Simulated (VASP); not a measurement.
CdO (Monteponite):

```
Cd O
1.0
     0.00000    2.34950    2.34950
     2.34950    0.00000    2.34950
     2.34950    2.34950    0.00000
Cd O
1 1
Direct
  0.00000 0.00000 0.00000
  0.50000 0.50000 0.50000
```

| Item | Value |
| --- | --- |
| Program | VASP 6.6.1 |
| Task | relaxation of cell and atoms |
| Functional | optPBE-vdW |
| Potentials or basis | VASP PAW PBE potentials, release 64 (Cd, O) |
| Cutoff | 600 eV |
| k mesh | 10 × 10 × 10 |
| Occupations | fermi-dirac, width 0.05 eV |
| Spin | no spin polarisation |

At the start: pressure 8.2 GPa; volume 12.97 Å³/atom.

Problem. Where does the relaxation end?

Solution. Over 3 steps the energy falls by 18.3 meV/atom and the volume is 13.73 Å³/atom (+5.9 %); space group Fm-3m (No. 225, to 0.05 Å).

Step by step:
```csv
step,energy change (eV),largest force (eV/Å),pressure (GPa),volume (Å³)
1,0.0000,0.0000,8.18,25.94
2,-0.0223,0.0000,-4.25,28.50
3,-0.0367,0.0000,-0.01,27.46
```

Final structure:
```
Cd O
1.0
     0.00000    2.39460    2.39460
     2.39460    0.00000    2.39460
     2.39460    2.39460    0.00000
Cd O
1 1
Direct
  0.00000 0.00000 0.00000
  0.50000 0.50000 0.50000
```

Caveat: the PAW data sets were made with another functional, which shifts forces and pressure a little.
